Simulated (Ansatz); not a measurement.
Crystal: Pb.

```
Pb
1.0
     0.00000    2.47502    2.47502
     2.47502    0.00000    2.47502
     2.47502    2.47502    0.00000
Pb
1
Direct
  0.00000 0.00000 0.00000
```

Base run:

* Program: Ansatz 0.2.0
* Functional: m-r2SCAN
* Potentials or basis: Ansatz PAW
* Cutoff: 500 eV (not typed: the program's choice for these potentials)
* k mesh: 9 × 9 × 9
* Occupations: fermi-dirac, width 0.05 eV
* Spin: no spin polarisation

Its results: band gap on the k mesh none (metal or under the smearing width); pressure 1.1 GPa.

Question: The run is repeated on the same cell with these changes: functional from m-r2SCAN to B3LYP5; cutoff from 500 eV (not typed: the program's choice for these potentials) to 420 eV (not typed: the program's choice for these potentials); k mesh from 9 × 9 × 9 to 5 × 5 × 5. What comes out?

Answer: Band gap on the k mesh none (metal or under the smearing width); pressure 3.8 GPa.

Several settings changed at once, so the effect can't be laid on one alone.

Caveats: some runs use coarse meshes; the PAW data sets come from PBE, with cores solved anew for the run's functional, which leaves a small shift of forces and pressure; spin-orbit coupling is left out, which moves the levels of the heavy elements (some runs); the thresholds are loose for stress (some runs).
